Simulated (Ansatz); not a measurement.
# Nickel, simple cubic under m-r²SCAN: from relaxation to bulk modulus

The plan for nickel in the simple cubic structure: relax it, solve it on a dense k-mesh, then scale the cell to 7 volumes from 88 to 112 % of the relaxed one and try a fit of the equation of state. The start is antiferromagnetic (G-type). The k-meshes are 12×12×12 for the relaxation; 19×19×19 for the dense run; 13×13×13 for the volumes.

This is Ni in the simple cubic structure; at room conditions it is fcc.

Computed with Ansatz 0.2.0 (DFT m-r2SCAN, plane waves (500 eV) with PAW, scalar-relativistic; PBE-made PAW files; m-r²SCAN is r²SCAN on the gauge-invariant kinetic-energy density, unless a step says otherwise).

### Step 1. The structure to begin with

Symmetry: Pm-3m, No. 221, cubic system. Conventional cell: a = 2.278 Å, b = 2.278 Å, c = 2.278 Å, α = 90.00°, β = 90.00°, γ = 90.00°. Ni (site symmetry m-3m) is surrounded by 6 Ni at 2.28 Å.

As a file:

```
CELL_PARAMETERS angstrom
0.00000 2.27759 2.27759
2.27759 0.00000 2.27759
2.27759 2.27759 0.00000
ATOMIC_POSITIONS crystal
Ni 0.00000 0.00000 0.00000
Ni 0.50000 0.50000 0.50000
```

The atoms start with moments of +0.8, -0.8 μB.

### Step 2. Relaxation of the cell

Input file input.yaml:

```yaml
crystal:
  lattice:
    - [0.0, 2.2775907947, 2.2775907947]
    - [2.2775907947, 0.0, 2.2775907947]
    - [2.2775907947, 2.2775907947, 0.0]
  atoms:
    - { symbol: Ni, position: [0.0, 0.0, 0.0], spin: 0.8 }
    - { symbol: Ni, position: [0.5, 0.5, 0.5], spin: -0.8 }
hamiltonian:
  xc: mr2scan
  pseudopotentials:
    kind: paw
    azcp:
      Ni: "pseudopotentials/Ni.paw.azcp"
basis:
  ecutwfc: 500
  fft_grid_basis: typed
kpoints:
  mp_grid: { grid: [12, 12, 12], shift: [0, 0, 0] }
magnetization:
  spin_polarized: true
scf:
  occupations: { method: fermi_dirac, width: 0.05 }
relax:
  max_steps: 60
  f_tol: 0.01
  cell: {}
output:
  write_density: true
  write_potential: true
  elf: true
  volumetric_format: npy
```

The program printed:

```text
Warning: RAYON_NUM_THREADS=2 ignored (pool sized by the plan → 2); use --threads N
Engine: ansatz 0.2.0, x86_64-unknown-linux-gnu
Pseudopotentials: kind: paw
Pseudopotential: Ni, paw, valence charge 18, recommended cutoff 500 eV (meta_gga), <dir>
Functional definition: m-r2SCAN
  exchange = m_r2scan_x
  correlation = m_r2scan_c
Crystal: 2 atoms, lattice volume = 23.630 Å³
Basis set: ecut = 500 eV, 609 PW (Γ), exchange–correlation on 96×96×96 points (64 copies of the dense FFT grid, shifted against one another)
Bands: 23, of which v1, the nominal top of the filled ones, is band 18 counted from 1 (17 counted from 0)
Symmetry: 48 space group operations
Space group: Fm-3m (ITA 225), of the structure as read, at distance tolerance 2.9e-5 Å
Magnetic group: BNS 225.121 (UNI 1623), of the structure as read, at distance tolerance 2.9e-5 Å
k-points: 72 of 1728
Non-local potential: Ni, projectors of the file, l = 0: 3, l = 1: 2, l = 2: 3, l = 3: 1
PAW form: soft (Blöchl's): semilocal exchange-correlation on the pseudo side does not see the compensation charge
PAW frozen core: Ni, regenerated for the run's functional (the file was generated under x = pbe(κ = 0.804, μ = 0.2195149727645171), c = pbe(β = 0.06672455060314922))
PAW one-centre angular grid: Ni, 590 points (default); XC on 160 Gauss nodes
Initial density: superposition of atomic densities (chi_scale 0.1, normalization cell)
Starting moments: Σ|m| = 1.6 μB on 2 of 2 sites
Starting magnetic order: antiferromagnet; a translation exchanges its spin sublattices: spin-degenerate at every k-point
Initial wavefunctions: pseudopotential atomic-orbital guess
Functional: x = mr2scan, c = mr2scan; τ floored in thin density (d = 2e-4 eV/Å³)
iter 1 solved again at ethr=2.32e-4 eV; its pass at ethr=3.10e-3 eV (dr2=8.35e-2 eV) is discarded
SCF iter   1: F=—  HF=-11686.185540 eV  |F-HF|=—  |Δ(HF+E_count)|=         —  Δρ=3.26e-2 (↑3.26e-2 ↓3.26e-2)  dr2=2.52e-2  dr2_τ=1.01e-2  dr2_m=1.98e-1  M=0.000 μB ∫|m|=1.120 μB  β_m=0.30  ethr=2.32e-4  ⟨swp⟩=4.7  Hψ=11033  notcnv=0
Mixer restart at iter 1: flushing history
eigensolver tolerance schedule: the retry pair's looser diagonalisation over-reported the residual by 2.31 of it (diagonalisation noise at 0.23 of the residual, at the tolerance the schedule requests for it); recorded, not acted on — ethr = c·dr2/N_el stays at c = 1.0e-1
preconditioner: auto → Kerker (q_TF=auto, 2.927 Å⁻¹)  [metal: Δε(μ)=0.010 eV  Ē_g=8.959 eV  σ=0.050 eV  W_gap=0.05  n_scr=14 (ndim 8)  ℏωp=34.2 eV  f_vac=0.000  D(μ)=5.63/eV (n_scr^D=112)]
spin=Collinear: Kerker preconditioning applied to the charge; magnetization (m = ρ↑ − ρ↓) channel mixes plain (no charge-response kernel on spin).
SCF iter   2: F=—  HF=-11686.786130 eV  |F-HF|=—  |Δ(HF+E_count)|=         —  Δρ=8.05e-2 (↑8.05e-2 ↓8.05e-2)  dr2=6.97e-2  dr2_τ=8.04e-3  dr2_m=1.36e0  M=0.000 μB ∫|m|=0.302 μB  β_m=0.30  ethr=7.00e-5  ⟨swp⟩=4.8  Hψ=5178  notcnv=0
Mixer restart at iter 2: flushing history
SCF iter   3: F=—  HF=-11687.564385 eV  |F-HF|=—  |Δ(HF+E_count)|=   7.78e-1  Δρ=6.37e-2 (↑6.37e-2 ↓6.37e-2)  dr2=1.63e-1  dr2_τ=3.60e-3  dr2_m=8.10e-1  M=0.000 μB ∫|m|=0.227 μB  β_m=0.30  ethr=7.00e-5  ⟨swp⟩=2.5  Hψ=3292  notcnv=0  defer=1  κ⁻¹=1.0e0(r=1)
SCF iter   4: F=—  HF=-11688.782800 eV  |F-HF|=—  |Δ(HF+E_count)|=    1.22e0  Δρ=2.47e-2 (↑2.47e-2 ↓2.47e-2)  dr2=1.59e-1  dr2_τ=1.88e-3  dr2_m=8.79e-2  M=0.000 μB ∫|m|=0.061 μB  β_m=0.30  ethr=7.00e-5  ⟨swp⟩=3.1  Hψ=4102  notcnv=0  defer=1  κ⁻¹=4.7e-2(r=2)
SCF iter   5: F=—  HF=-11688.927758 eV  |F-HF|=—  |Δ(HF+E_count)|=   1.45e-1  Δρ=7.65e-3 (↑7.65e-3 ↓7.65e-3)  dr2=5.57e-2  dr2_τ=9.82e-5  dr2_m=6.18e-5  M=0.000 μB ∫|m|=0.003 μB  β_m=0.30  ethr=7.00e-5  ⟨swp⟩=3.2  Hψ=3706  notcnv=0  defer=2  κ⁻¹=3.9e-3(r=3)
SCF iter   6: F=—  HF=-11688.917631 eV  |F-HF|=—  |Δ(HF+E_count)|=   1.01e-2  Δρ=4.44e-3 (↑4.44e-3 ↓4.44e-3)  dr2=5.66e-3  dr2_τ=3.48e-5  dr2_m=6.93e-4  M=0.000 μB ∫|m|=0.005 μB  β_m=0.30  ethr=7.00e-5  ⟨swp⟩=2.5  Hψ=2927  notcnv=0  defer=2  κ⁻¹=2.3e-3(r=4)
SCF iter   7: F=—  HF=-11688.924482 eV  |F-HF|=—  |Δ(HF+E_count)|=   6.85e-3  Δρ=4.34e-3 (↑4.34e-3 ↓4.34e-3)  dr2=8.13e-3  dr2_τ=1.27e-5  dr2_m=1.05e-4  M=0.000 μB ∫|m|=0.003 μB  β_m=0.30  ethr=1.57e-5  ⟨swp⟩=2.2  Hψ=2806  notcnv=0  defer=2  κ⁻¹=2.4e-4(r=5)
SCF iter   8: F=—  HF=-11688.925645 eV  |F-HF|=—  |Δ(HF+E_count)|=   1.16e-3  Δρ=9.49e-4 (↑9.49e-4 ↓9.49e-4)  dr2=4.54e-4  dr2_τ=3.27e-6  dr2_m=4.13e-6  M=0.000 μB ∫|m|=0.001 μB  β_m=0.30  ethr=1.57e-5  ⟨swp⟩=2.1  Hψ=2834  notcnv=0  defer=2  κ⁻¹=2.7e-5(r=6)
SCF iter   9: F=—  HF=-11688.926033 eV  |F-HF|=—  |Δ(HF+E_count)|=   3.88e-4  Δρ=1.33e-3 (↑1.33e-3 ↓1.33e-3)  dr2=7.33e-4  dr2_τ=1.95e-6  dr2_m=2.58e-5  M=0.000 μB ∫|m|=0.001 μB  β_m=0.30  ethr=1.26e-6  ⟨swp⟩=2.0  Hψ=2693  notcnv=0  defer=2  κ⁻¹=1.1e-5(r=7)
SCF iter  10: F=—  HF=-11688.926642 eV  |F-HF|=—  |Δ(HF+E_count)|=   6.10e-4  Δρ=7.95e-4 (↑7.95e-4 ↓7.95e-4)  dr2=3.22e-4  dr2_τ=3.69e-7  dr2_m=6.20e-7  M=0.000 μB ∫|m|=0.000 μB  β_m=0.30  ethr=1.26e-6  ⟨swp⟩=2.0  Hψ=2499  notcnv=0  defer=2  κ⁻¹=1.1e-6(r=8)
SCF iter  11: F=—  HF=-11688.926423 eV  |F-HF|=—  |Δ(HF+E_count)|=   2.19e-4  Δρ=1.89e-4 (↑1.89e-4 ↓1.89e-4)  dr2=1.52e-5  dr2_τ=3.76e-8  dr2_m=5.08e-8  M=0.000 μB ∫|m|=0.000 μB  β_m=0.30  ethr=8.93e-7  ⟨swp⟩=2.5  Hψ=2745  notcnv=0  defer=2  κ⁻¹=3.4e-7(r=8)
SCF iter  12: F=—  HF=-11688.926519 eV  |F-HF|=—  |Δ(HF+E_count)|=   9.56e-5  Δρ=1.74e-4 (↑1.74e-4 ↓1.74e-4)  dr2=1.54e-5  dr2_τ=9.50e-9  dr2_m=8.50e-9  M=0.000 μB ∫|m|=0.000 μB  β_m=0.30  ethr=4.22e-8  ⟨swp⟩=2.1  Hψ=2998  notcnv=0  defer=2  κ⁻¹=2.4e-7(r=8)
SCF iter  13: F=—  HF=-11688.926520 eV  |F-HF|=—  |Δ(HF+E_count)|=   1.20e-6  Δρ=8.49e-5 (↑8.49e-5 ↓8.49e-5)  dr2=3.51e-6  dr2_τ=5.50e-9  dr2_m=6.01e-9  M=0.000 μB ∫|m|=0.000 μB  β_m=0.30  ethr=4.22e-8  ⟨swp⟩=2.0  Hψ=1801  notcnv=0  defer=2  κ⁻¹=2.0e-7(r=8)
SCF iter  14: F=—  HF=-11688.926518 eV  |F-HF|=—  |Δ(HF+E_count)|=   2.33e-6  Δρ=1.35e-5 (↑1.35e-5 ↓1.35e-5)  dr2=5.14e-8  dr2_τ=9.74e-10  dr2_m=3.95e-9  M=0.000 μB ∫|m|=0.000 μB  β_m=0.30  ethr=9.75e-9  ⟨swp⟩=1.0  Hψ=1656  notcnv=0  defer=2  κ⁻¹=1.7e-7(r=8)
SCF iter  15: F=—  HF=-11688.926518 eV  |F-HF|=—  |Δ(HF+E_count)|=   4.24e-7  Δρ=7.02e-6 (↑7.02e-6 ↓7.02e-6)  dr2=3.07e-8  dr2_τ=1.29e-10  dr2_m=7.89e-11  M=0.000 μB ∫|m|=0.000 μB  β_m=0.30  ethr=1.43e-10  ⟨swp⟩=3.0  Hψ=3692  notcnv=0  defer=2  κ⁻¹=2.6e-8(r=8)
SCF iter  16: F=—  HF=-11688.926518 eV  |F-HF|=—  |Δ(HF+E_count)|=   2.44e-9  Δρ=1.53e-6 (↑1.53e-6 ↓1.53e-6)  dr2=5.46e-10  dr2_τ=1.78e-11  dr2_m=1.60e-10  M=0.000 μB ∫|m|=0.000 μB  β_m=0.30  ethr=8.52e-11  ⟨swp⟩=2.0  Hψ=2351  notcnv=0  defer=2  κ⁻¹=8.4e-8(r=8)
SCF iter  17: F=—  HF=-11688.926518 eV  |F-HF|=—  |Δ(HF+E_count)|=   1.36e-9  Δρ=4.87e-6 (↑4.87e-6 ↓4.87e-6)  dr2=1.18e-8  dr2_τ=1.79e-11  dr2_m=2.72e-10  M=0.000 μB ∫|m|=0.000 μB  β_m=0.30  ethr=1.52e-12  ⟨swp⟩=5.0  Hψ=9370  notcnv=0  κ⁻¹=4.1e-8(r=8)
SCF iter  18: F=-11688.926518 eV  HF=-11688.926518 eV  |F-HF|=4.44e-10  |Δ(HF+E_count)|=   1.94e-8  Δρ=3.18e-7 (↑3.18e-7 ↓3.18e-7)  dr2=1.99e-11  dr2_τ=2.97e-13  dr2_m=1.31e-11  M=0.000 μB ∫|m|=0.000 μB  ethr=1.52e-12  ⟨swp⟩=7.0  Hψ=9431  notcnv=0
WARN: the starting moments were not kept: the SCF closed with an absolute magnetisation of 2.4e-6 μB, where they sum to 1.6 μB in size (2 sites). That is at most 0.1 of that sum. Measured as dr2_m measures the in/out step, that magnetisation stands 8.6e-12 eV from none, at or under the dr2_threshold of 1.0e-7 eV: it is no larger than a step whose dr2_m would equal this threshold. The system may hold no moment; this SCF shows only that its start led to no more than that. To try another start: raise the starting moments (crystal.atoms[].spin, magnetization.per_species, magnetization.initial_magnetization, or on a non-collinear deck that types none of these the spinor_matrix: blocks that start its atoms; where the total moment is fixed, keep their sum and leave initial_magnetization as it is; typed ones take the place of any that the run laid by itself, positive ones on a crystal's lanthanoids without a Hubbard term where scf.initial_density.shell_occupations: [] is typed) or, if the notice of its spin-set hold's release reads "site moments contracting" or "site moments show no strong build", lengthen the hold (scf.mixing.spin_hold: { on: { confirm: 4 } }; for m-r²SCAN on two components see the key's manual first). Each may lead to a state that holds a moment. A second SCF, from the converged charge density, with the starting moments and any scf.initial_density.shell_occupations laid on it anew, would have followed, and was not run: the deck does not ask for one (magnetization.retry_lost_moments is false, the default). To let it run, set magnetization.retry_lost_moments: true and run the deck again, where that key's refused combinations let it; where memory then withholds it, that run's warning says so.
SCF 1 converged in 18 iterations: F = -11688.926518 eV  dr2 = 1.99e-11
relax step   1: F+E_penalty+E_count = -11688.92651810 eV  Δ(F+E_penalty+E_count) = +0.000e0 eV  max|allowed force component| = 1.401e-45 eV/Å  Δτ_max = 0.0000 Å  P = +2.931 GPa  Ω = 23.630 Å³  (18 SCF iters, dr2 threshold 1.00e-7 eV, accepted)
[... 19 lines left out ...]
relax step   2: F+E_penalty+E_count = -11688.92888060 eV  Δ(F+E_penalty+E_count) = -2.363e-3 eV  max|allowed force component| = 3.494e-46 eV/Å  Δτ_max = 0.0000 Å  P = +1.481 GPa  Ω = 23.823 Å³  energy of the carried Pulay correction = -2.905e-4 eV  (11 SCF iters, dr2 threshold 2.00e-7 eV, accepted)
[... 16 lines left out ...]
relax step   3: F+E_penalty+E_count = -11688.92953080 eV  Δ(F+E_penalty+E_count) = -6.502e-4 eV  max|allowed force component| = 0.000e0 eV/Å  Δτ_max = 0.0000 Å  P = +0.046 GPa  Ω = 24.024 Å³  energy of the carried Pulay correction = -5.898e-4 eV  (11 SCF iters, dr2 threshold 2.00e-7 eV, accepted)
[... 18 lines left out ...]
relax step   4: F+E_penalty+E_count = -11688.93013491 eV  Δ(F+E_penalty+E_count) = -6.041e-4 eV  max|allowed force component| = 2.787e-45 eV/Å  Δτ_max = 0.0000 Å  P = +0.066 GPa  Ω = 24.024 Å³  stress off target by 6.64e-2 GPa  SCF on the basis re-selected at this cell (its energy is not comparable with the rows above)  (13 SCF iters)
[... 15 lines left out ...]
relax step   5: F+E_penalty+E_count = -11688.93012302 eV  Δ(F+E_penalty+E_count) = +1.189e-5 eV  max|allowed force component| = 1.393e-45 eV/Å  Δτ_max = 0.0000 Å  P = +0.001 GPa  Ω = 24.033 Å³  energy of the carried Pulay correction = -1.386e-5 eV  (9 SCF iters, dr2 threshold 1.10e-8 eV, accepted)
[... 12 lines left out ...]
relax step   6: F+E_penalty+E_count = -11688.93015079 eV  Δ(F+E_penalty+E_count) = -2.777e-5 eV  max|allowed force component| = 2.787e-45 eV/Å  Δτ_max = 0.0000 Å  P = +0.002 GPa  Ω = 24.033 Å³  stress off target by 1.54e-3 GPa  SCF on the basis re-selected at this cell (its energy is not comparable with the rows above)  (8 SCF iters)
basis re-selected at this cell: Δ(F+E_penalty+E_count) = -2.777e-5 eV, ΔP = +0.000 GPa vs the last step (what re-selecting the basis moved, of the pressure what is left beyond the Pulay correction that the steps carried, after the strain that the cell walked since its last selection, with what the two solves' SCF thresholds leave and, on support functions, any second-order correction that the steps lacked; it is no measure of the basis error at this ecutwfc). This SCF's stress stands 1.54e-3 GPa from its target on what of the cell is left free (relax.cell.stress_tol is 5.00e-2 GPa) and its largest allowed force component is 2.79e-45 eV/Å (relax.f_tol is 1.00e-2 eV/Å): within both
SCF converged after 8 iterations
Stability not checked: this state was not tested for a lower state beside it, because the mixer in use, unlike msr1, does not test its closes by its own steps (another_mixer; see scf.mixing.algorithm and scf.lower_state_search)
Magnetization: 0.0000 μB (18.0000 up, 18.0000 down)
Absolute magnetization: 0.0000 μB (∫|ρ↑−ρ↓|, with the PAW one-centre terms)
Spin contamination: 0.0000 ħ² per cell (⟨S²⟩ above its minimum at these occupations)
Per-site moments (μB) at R_I (Å): [(2.681630908104668e-10, 0.9448208394802062), (-2.681630908104668e-10, 0.9448208394802062)]
Free energy (F): -11688.930151 eV
Harris-Foulkes:  -11688.930151 eV  (|F-HF|=0.00e0)
Internal energy: -11688.891738 eV  (E = F + TS)
E sigma→0 (E₀):  -11688.910944 eV
Entropy (-TS):   -0.038413 eV (-19.207 meV/atom)
Fermi energy:    15.726259 eV
--- Per-component energies (eV) ---
  E_band       = -686.291187
  E_kinetic    = 567.279950
  E_local      = -7434.615420  (includes V_loc(G=0)·N_el)
  E_nonlocal   = 1289.864933
  E_hartree    = 3120.574357
  E_xc         = -155.724536
  E_vxc        = -231.051372  (∫ρ·V_xc dr)
  E_paw        = -3296.358934  (= ΣΔE_a)
  E_vpaw       = -1136.060424  (= ΣTr[D̂ρ^β])
  E_aug_tail   = 0.000457  (compensation charges beyond the density's cutoff)
  E_vtau       = 17.142095  (kinetic-family band-sum trace: ∫τ·v_τ [+ j·A + Jᵃ·Aᵃ] dr)
  E_ewald      = -5779.312408
  E_core_change = -0.600137  (= ΣΔE_core)
  E_smearing   = -0.038413  (= −TS)
  E_closure    = 0.000000  (closes the sum)
  Σ components = -11688.930151   (vs F -11688.930151, Δ=0.00e0)
--- Forces (eV/Å), atoms counted from 1 ---
  atom   1  Ni    -0.00000000     0.00000000    -0.00000000
  atom   2  Ni     0.00000000    -0.00000000    -0.00000000
  max |Σ_I F_I| component: 5.32e-29 eV/Å
--- Stress (GPa, compression-positive) ---
        0.001542       0.000000       0.000000
        0.000000       0.001542       0.000000
        0.000000       0.000000       0.001542
  P = ⅓ Tr σ = 0.0015 GPa (0.015 kbar)
--- Band table (eV; the first three rows and the last of 144) ---
  k-point 0 ↑: bands = ["-90.8103", "-90.7107", "-49.8068", "-49.8068", "-49.8068", "-49.5819", "-49.5819", "-49.5819", "7.2466", "12.1983", "12.1983", "12.4771", "12.4771", "12.4771", "15.7682", "15.7682", "15.7682", "16.7535", "16.7535", "28.5651", "28.5651", "28.5651", "30.5030"]
  k-point 1 ↑: bands = ["-90.8086", "-90.7124", "-49.8036", "-49.8031", "-49.8031", "-49.5864", "-49.5859", "-49.5859", "7.4127", "12.2487", "12.2487", "12.4670", "12.5410", "12.5410", "15.7197", "15.7303", "15.7303", "16.6376", "16.6376", "27.2377", "28.5245", "28.5245", "30.3850"]
  k-point 2 ↑: bands = ["-90.8035", "-90.7172", "-49.7941", "-49.7923", "-49.7923", "-49.5996", "-49.5976", "-49.5976", "7.9035", "12.3991", "12.3991", "12.4421", "12.7263", "12.7263", "15.5863", "15.6158", "15.6158", "16.3128", "16.3128", "24.6450", "28.4623", "28.4623", "30.5941"]
  k-point 71 ↓: bands = ["-90.7597", "-90.7597", "-49.8554", "-49.8554", "-49.6989", "-49.6989", "-49.5461", "-49.5461", "12.3005", "12.3005", "12.6633", "12.6633", "14.1214", "14.1214", "14.7274", "14.7274", "15.3405", "15.3405", "18.1051", "18.1051", "20.3627", "20.3627", "33.6930"]
--- Relaxed structure (4 steps of the walk, 4 accepted, 2 SCFs on fresh bases) ---
  F+E_penalty+E_count = -11688.93015079 eV   max|allowed force component| = 2.787e-45 eV/Å   (the final SCF, on the basis selected at the relaxed cell)
  cell:  # Å, volume = 24.0329 Å³
    - [-9.239342569023958e-34, 2.2904747623762574, 2.2904747623762574]
    - [2.2904747623762574, -5.167025702108185e-34, 2.2904747623762574]
    - [2.2904747623762574, 2.2904747623762574, -1.2877756661263464e-33]
  atoms:
    - { symbol: Ni, position: [0.0, 0.0, 0.0] }
    - { symbol: Ni, position: [0.5, 0.5, 0.5] }
```

Wall time 16 s (2 threads of Intel Xeon 6975P-C (Granite Rapids), shared host); peak memory 0.49 GiB.

Step by step:

```
step  energy change (meV/atom)  largest force (eV/Å)  pressure (GPa)  volume (Å³/atom)
   1                      0.00                0.0000            2.93            11.815
   2                     -1.18                0.0000            1.48            11.911
   3                     -1.51                0.0000            0.05            12.012
   4                     -1.81                0.0000            0.07            12.012
   5                     -1.80                0.0000            0.00            12.016
   6                     -1.82                0.0000            0.00            12.016
```

Steps that repeat a cell are solved on a basis chosen anew, so their changes of energy are no gain of the relaxation.

The cell of the run, before and after:

|  | before | after | change |
| --- | --- | --- | --- |
| a (Å) | 3.221 | 3.239 | +0.6 % |
| b (Å) | 3.221 | 3.239 | +0.6 % |
| c (Å) | 3.221 | 3.239 | +0.6 % |
| volume (Å³/atom) | 11.815 | 12.016 | +1.7 % |
| shortest distance (Å) | 2.278 | 2.290 | +0.6 % |
| space group (spins left aside) | Pm-3m | Pm-3m | same |

### Step 3. Dense single point

Input file input.yaml:

```yaml
crystal:
  lattice:
    - [0.0, 2.2904747624, 2.2904747624]
    - [2.2904747624, 0.0, 2.2904747624]
    - [2.2904747624, 2.2904747624, 0.0]
  atoms:
    - { symbol: Ni, position: [0.0, 0.0, 0.0], spin: 0.8 }
    - { symbol: Ni, position: [0.5, 0.5, 0.5], spin: -0.8 }
hamiltonian:
  xc: mr2scan
  pseudopotentials:
    kind: paw
    azcp:
      Ni: "pseudopotentials/Ni.paw.azcp"
basis:
  ecutwfc: 500
  fft_grid_basis: typed
kpoints:
  mp_grid: { grid: [19, 19, 19], shift: [0, 0, 0] }
magnetization:
  spin_polarized: true
scf:
  occupations: { method: fermi_dirac, width: 0.05 }
```

The program printed, shortened:

```text
Warning: RAYON_NUM_THREADS=2 ignored (pool sized by the plan → 2); use --threads N
[...]
Pseudopotentials: kind: paw
Pseudopotential: Ni, paw, valence charge 18, recommended cutoff 500 eV (meta_gga), <dir>
Functional definition: m-r2SCAN
[...]
Crystal: 2 atoms, lattice volume = 24.033 Å³
Basis set: ecut = 500 eV, 609 PW (Γ), exchange–correlation on 96×96×96 points (64 copies of the dense FFT grid, shifted against one another)
Bands: 23, of which v1, the nominal top of the filled ones, is band 18 counted from 1 (17 counted from 0)
Symmetry: 48 space group operations
[...]
WARN: the starting moments were not kept: 1 of 2 ended reversed and 1 kept their direction, counting a site from 0.1 of the cell's largest site moment. The largest reversed, site 0 (counted from 0, in the order of the report's site_moments_mub), started with +0.8 μB and closes at -3.9e-1 [...]
SCF converged after 2 iterations
Magnetization: -0.7619 μB (17.6190 up, 18.3810 down)
Absolute magnetization: 0.8018 μB (∫|ρ↑−ρ↓|, with the PAW one-centre terms)
Spin contamination: 0.0028 ħ² per cell (⟨S²⟩ above its minimum at these occupations)
Per-site moments (μB) at R_I (Å): [(-0.38839007350339017, 0.9448208394900001), (-0.388390073856729, 0.9448208394900001)]
Free energy (F): -11688.942627 eV
[...]
E sigma→0 (E₀):  -11688.927929 eV
Entropy (-TS):   -0.029395 eV (-14.698 meV/atom)
Fermi energy:    15.769143 eV
[...]
--- Band table (eV; the first three rows and the last of 440) ---
[... band rows left out ...]
[...]
```

Wall time 85 s (2 threads of Intel Xeon 6975P-C (Granite Rapids), shared host); peak memory 1.2 GiB.

[end of part 1 of 3]
